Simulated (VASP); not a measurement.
## From an Ansatz input to VASP: SnTe (rocksalt)

Ansatz input

```yaml
crystal:
  lattice:
    - [0.0, 3.1893303454, 3.1893303454]
    - [3.1893303454, 0.0, 3.1893303454]
    - [3.1893303454, 3.1893303454, 0.0]
  atoms:
    - { symbol: Sn, position: [0.0, 0.0, 0.0] }
    - { symbol: Te, position: [0.5, 0.5, 0.5] }
kpoints:
  mp_grid: { grid: [8, 8, 8] }
  band_path:
    path:
      - [0.0, 0.0, 0.0]
      - [0.5, 0.0, 0.5]
      - [0.625, 0.25, 0.625]
      - [0.375, 0.375, 0.75]
      - [0.5, 0.5, 0.5]
      - [0.5, 0.25, 0.75]
      - [0.0, 0.0, 0.5]
    npoints: 1
hamiltonian:
  xc: pbe
scf:
  occupations: { method: fermi_dirac, width: 0.02 }
  n_extra_bands: 4
output:
  forces: true
  stress: true
  eigenvalues: true
```

Which VASP files do the same job?



INCAR

```
PREC = Accurate
LASPH = .TRUE.
NSW = 0
NELM = 120
ISMEAR = -1
SIGMA = 0.02
ENCUT = 520
IBRION = -1
LWAVE = .FALSE.
LCHARG = .FALSE.
ISIF = 2
EDIFF = 1E-7
NBANDS = 17
LREAL = .FALSE.
GGA = PE
```

KPOINTS

```
KPOINTS created by Atomic Simulation Environment
0
Gamma
8 8 8
0 0 0
```

KPOINTS_OPT

```
special points
7
Reciprocal
0.0000000000 0.0000000000 0.0000000000 1
0.5000000000 0.0000000000 0.5000000000 1
0.6250000000 0.2500000000 0.6250000000 1
0.3750000000 0.3750000000 0.7500000000 1
0.5000000000 0.5000000000 0.5000000000 1
0.5000000000 0.2500000000 0.7500000000 1
0.0000000000 0.0000000000 0.5000000000 1
```

POSCAR

```
Sn Te
 1.0000000000000000
    -0.0000000000000000    3.1893303454483544    3.1893303454483544
     3.1893303454483544   -0.0000000000000000    3.1893303454483544
     3.1893303454483544    3.1893303454483544   -0.0000000000000000
 Sn  Te
   1   1
Cartesian
  0.0000000000000000 -0.0000000000000000 -0.0000000000000000
  3.1893303454483544  3.1893303454483544  3.1893303454483544
```

VASP ran with the recommended PBE PAW datasets (20 valence electrons in the cell). Other inputs would serve too.

```
                            Ansatz     VASP
gap between bands v and c  0.01 eV  0.01 eV
         least direct gap  0.01 eV  0.01 eV
                 pressure  0.6 GPa  0.6 GPa
```

Each program uses its own PAW datasets. VASP's cell holds 20 valence electrons and Ansatz's 30. Ansatz's stress includes a Pulay correction; VASP's doesn't.
